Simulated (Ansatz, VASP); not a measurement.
**Two plane-wave programs on BaZrO3**

```
Ba Zr O
1.0
     4.24650    0.00000    0.00000
     0.00000    4.24650    0.00000
     0.00000    0.00000    4.24650
Ba Zr O
1 1 3
Direct
  0.00000 0.00000 0.00000
  0.50000 0.50000 0.50000
  0.50000 0.50000 0.00000
  0.50000 0.00000 0.50000
  0.00000 0.50000 0.50000
```

Alike in both runs: task single point; functional r2SCAN; k mesh 6 × 6 × 6; occupations fermi-dirac, width 0.05 eV; no spin polarisation.

|  | VASP | Ansatz |
| --- | --- | --- |
| version | VASP 6.6.1 | Ansatz 0.2.0 |
| potentials or method | VASP PAW PBE potentials, release 64 (Ba_sv, Zr_sv, O) | Ansatz PAW |
| plane-wave cutoff (eV) | 520 | 500 |
| valence electrons in the cell | 40 | 40 |

Ansatz gave:

| Property | Result |
| --- | --- |
| gap on the k mesh at the Fermi level (eV) | 3.65 |
| least direct gap on the mesh (eV) | 3.91 |
| pressure (GPa) | -4.5 |

Q: What did VASP give for the same quantities?

A: gap on the k mesh at the Fermi level (eV): 3.60; least direct gap on the mesh (eV): 3.89; pressure (GPa): -3.6.

With one functional, cell and mesh, what is left measures potentials, basis and numerics.

Caveats: spin-orbit coupling is left out, which moves the levels of the heavy elements; the PAW data sets were made with another functional, which shifts forces and pressure a little (VASP); the PAW data sets come from PBE, with cores solved anew for the run's functional, which leaves a small shift of forces and pressure (Ansatz). A k mesh can miss the band edges. r2SCAN opens gaps a little over a GGA but as a rule still falls short of measured ones.
